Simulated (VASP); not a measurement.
# Cl (Im-3m) in VASP: single point with r2SCAN

Aim: the single point of Cl with r2SCAN.

Everything below comes from runs of VASP 6.6.1. Logs are shortened: lines on timing, memory, paths and dates and some standing lists are left out, and cuts for length are marked.

**1. The crystal as given**

It takes space group Im-3m (No. 229, cubic). Conventional cell: a = 3.703 Å, b = 3.703 Å, c = 3.703 Å, α = 90.00°, β = 90.00°, γ = 90.00°. Cl (site symmetry m-3m) is surrounded by 8 Cl at 3.21 Å.

The cell was built by a generator and needn't be a form met in nature.

**2. Single point, r2SCAN**

Input file POSCAR:

```
Cl
1.0
   -1.8513740000      1.8513740000      1.8513740000
    1.8513740000     -1.8513740000      1.8513740000
    1.8513740000      1.8513740000     -1.8513740000
Cl
1
Direct
    0.0000000000      0.0000000000      0.0000000000
```

Input file INCAR.step1:

```
ALGO = Normal
EDIFF = 1E-4
ENCUT = 520
GGA = PE
ISMEAR = -5
LASPH = True
LCHARG = False
LREAL = False
LWAVE = True
NBANDS = 10
NELM = 100
PREC = Accurate
SIGMA = 0.1
```

Input file INCAR.step2:

```
ALGO = Normal
EDIFF = 1E-6
ENCUT = 520
ISIF = 2
ISMEAR = -1
ISTART = 1
LASPH = True
LCHARG = False
LMIXTAU = True
LORBIT = 11
LREAL = False
LWAVE = False
METAGGA = R2SCAN
NBANDS = 10
NELM = 100
PREC = Accurate
SIGMA = 0.1
```

Input file KPOINTS:

```
k-points
0
Gamma
  13 13 13
```

Potentials or basis: VASP PAW PBE potentials, release 64 (Cl).

Started as:

```console
$ cat potpaw_PBE.64/Cl/POTCAR > POTCAR
$ cp INCAR.step1 INCAR
$ mpirun -np 1 vasp_std > vasp.out
$ cp INCAR.step2 INCAR
$ mpirun -np 1 vasp_std > vasp.out
```

OUTCAR:

```text
EDIFF = 1E-6
   ENCUT = 520
   ISIF = 2
   ISMEAR = -1
   ISTART = 1
   LASPH = True
   LORBIT = 11
   LREAL = False
   METAGGA = R2SCAN
   NELM = 100
   PREC = Accurate

 ion  position               nearest neighbor table
   1  0.000  0.000  0.000-

  LATTYP: Found a body centered cubic cell.
 ALAT       =     3.7027480000

  Lattice vectors:

 A1 = (  -1.8513740000,   1.8513740000,   1.8513740000)
 A2 = (   1.8513740000,  -1.8513740000,   1.8513740000)
 A3 = (   1.8513740000,   1.8513740000,  -1.8513740000)

Analysis of symmetry for initial positions (statically):
=====================================================================
 Subroutine PRICEL returns:
 Original cell was already a primitive cell.

 Routine SETGRP: Setting up the symmetry group for a
 body centered cubic supercell.

 Subroutine GETGRP returns: Found 48 space group operations
 (whereof 48 operations were pure point group operations)
 out of a pool of 48 trial point group operations.

The static configuration has the point symmetry O_h .

Analysis of symmetry for dynamics (positions and initial velocities):
=====================================================================
 Subroutine PRICEL returns:
 Original cell was already a primitive cell.

 Routine SETGRP: Setting up the symmetry group for a
 body centered cubic supercell.

 Subroutine GETGRP returns: Found 48 space group operations
 (whereof 48 operations were pure point group operations)
 out of a pool of 48 trial point group operations.

The dynamic configuration has the point symmetry O_h .

 Subroutine INISYM returns: Found 48 space group operations
 (whereof 48 operations are pure point group operations),
 and found     1 'primitive' translations

----------------------------------------------------------------------------------------

                                     Primitive cell

  volume of cell :      25.3830

  direct lattice vectors                    reciprocal lattice vectors
    -1.851374000  1.851374000  1.851374000     0.000000000  0.270069689  0.270069689
     1.851374000 -1.851374000  1.851374000     0.270069689  0.000000000  0.270069689
     1.851374000  1.851374000 -1.851374000     0.270069689  0.270069689  0.000000000

  length of vectors
     3.206673832  3.206673832  3.206673832     0.381936217  0.381936217  0.381936217

  position of ions in fractional coordinates (direct lattice)
[... 83 lines left out ...]
   ISIF   =      2    stress and relaxation
   ISYM   =      2    0-nonsym 1-usesym 2-fastsym
   POTIM  = 0.5000    time-step for ionic-motion
   TEBEG  =    0.0;   TEEND  =   0.0 temperature during run
   PSTRESS=    0.0 pullay stress
   NELECT =       7.0000    total number of electrons
   NUPDOWN=      -1.0000    fix difference up-down
   EMIN   =  10.00;   EMAX   =-10.00  energy-range for DOS
   EFERMI =   0.00;   METHOD = LEGACY
   ISMEAR =    -1;   SIGMA  =   0.10  broadening in eV -4-tet -1-fermi 0-gaus
   EFERMI_NEDOS =   21; number of points for ismear=-14 and -15
   IALGO  =     38    algorithm
   IMIX   =      4    mixing-type and parameters
     AMIX     =   0.40;   BMIX     =  1.00
     AMIX_MAG =   1.60;   BMIX_MAG =  1.00
  volume/ion in A,a.u.               =      25.38       171.29
  Fermi-wavevector in a.u.,A,eV,Ry     =   1.065598  2.013688 15.449400  1.135499
  Thomas-Fermi vector in A             =   2.201155
   LORBIT       =     11    0 simple, 1 ext, 2 COOP (PROOUT), +10 PAW based schemes
   METAGGA = R2SCAN    functional components
   LHFCALC =     F    Hartree Fock is set to
   AEXX    =    0.0000 exact exchange contribution
   IVDW    =     0    specifies the selected vdW correction
   LEPSILON=     F    determine dielectric tensor
   LRPA    =     F    only Hartree local field effects (RPA)
 non-spin polarized calculation
  energy-cutoff  :      520.00
  volume of cell :       25.38
 maximum number of plane-waves:       696
   NGX = 11   NGY = 11   NGZ = 11

 number of electron       6.9999997 magnetization

 Free energy of the ion-electron system (eV)
  ---------------------------------------------------
  ext. energy  EPLUGINS =         0.00000000
  ---------------------------------------------------
  free energy    TOTEN  =        -5.17335960 eV

  energy without entropy =       -5.09390682  energy(sigma->0) =       -5.13363321

 E-fermi :  -0.4437     XC(G=0):  -9.1523

 val. band max:       -0.4497977907   @ k =   0.3077   0.2308   0.0000
 cond. band min:      -0.4418596372   @ k =   0.1538   0.1538   0.0769
 fundamental gap:      0.0079381534
 Fermi energy:        -0.4436882300

 k-point     1 :       0.0000    0.0000    0.0000
  band No.  band energies     occupation
      1     -15.4740      2.00000
      2       0.0390      0.01590
      3       0.0390      0.01590
      4       0.0390      0.01590
      5       9.2104      0.00000
      6      14.4923      0.00000
      7      14.4923      0.00000
      8      14.4923      0.00000
      9      16.9761      0.00000
     10      16.9761      0.00000
[... 287 lines left out ...]
 k-point    24 :       0.2308    0.0769    0.0769
  band No.  band energies     occupation
      1     -14.6811      2.00000
      2      -2.7959      2.00000
      3      -0.8519      1.96683
      4      -0.2986      0.37966
      5      11.0478      0.00000
      6      12.3538      0.00000
      7      13.7454      0.00000
      8      17.2629      0.00000
      9      17.5920      0.00000
     10      19.6292      0.00000

 [... further k-points ...]

------------------------ aborting loop because EDIFF is reached ----------------------------------------

  FORCE on cell =-STRESS in cart. coord.  units (eV):
  Direction    XX          YY          ZZ          XY          YZ          ZX
  --------------------------------------------------------------------------------------
  -------------------------------------------------------------------------------------
  Total       -0.7021923     -0.7021923     -0.7021923      0.0000000      0.0000000      0.0000000
  in kB      -44.3224930    -44.3224930    -44.3224930      0.0000000      0.0000000      0.0000000
  external PRESSURE =     -44.3224930 kB  Pullay stress =       0.0000000 kB

 VOLUME and BASIS-vectors are now :
 -----------------------------------------------------------------------------
  energy-cutoff  :      520.00
  volume of cell :       25.38
      direct lattice vectors                 reciprocal lattice vectors
    -1.851374000  1.851374000  1.851374000     0.000000000  0.270069689  0.270069689
     1.851374000 -1.851374000  1.851374000     0.270069689  0.000000000  0.270069689
     1.851374000  1.851374000 -1.851374000     0.270069689  0.270069689  0.000000000

 POSITION                                       TOTAL-FORCE (eV/Angst)
 -----------------------------------------------------------------------------------
      0.00000      0.00000      0.00000        -0.000000     -0.000000      0.000000
 -----------------------------------------------------------------------------------
    total drift:                                0.000000      0.000000     -0.000000

  FREE ENERGIE OF THE ION-ELECTRON SYSTEM (eV)
  ---------------------------------------------------
  free  energy   TOTEN  =        -5.1733595955 eV

  energy  without entropy=       -5.0939068184  energy(sigma->0) =       -5.13363321

 total charge

# of ion       s       p       d       tot
------------------------------------------
    1        1.643   3.262   0.000   4.905
```

OUTCAR.step1:

```text
EDIFF = 1E-4
   ENCUT = 520
   GGA = PE
   ISMEAR = -5
   LASPH = True
[... 530 lines left out ...]

 POSITION                                       TOTAL-FORCE (eV/Angst)
 -----------------------------------------------------------------------------------
      0.00000      0.00000      0.00000        -0.000000      0.000000      0.000000
 -----------------------------------------------------------------------------------
    total drift:                                0.000000      0.000000     -0.000000

  FREE ENERGIE OF THE ION-ELECTRON SYSTEM (eV)
  ---------------------------------------------------
  free  energy   TOTEN  =        -0.9058467608 eV

  energy  without entropy=       -0.9058467608  energy(sigma->0) =       -0.90584676
```

It took 77 s on 1 thread of Intel Xeon Platinum 8375C at 2.90GHz (Ice Lake), shared host; peak memory 0.14 GiB.

What came out:

```
Free energy                                           : -5.1734 eV
Pressure                                              : -4.4 GPa
Band gap on the k mesh                                : none (metal or under the smearing width)
Valence electrons inside the program's atomic spheres : Cl 4.91
```

Caveat: the PAW data sets were made with another functional, which shifts forces and pressure a little; an odd number of electrons without spin polarisation forces a metal; a magnetic or distorted state may lie lower.
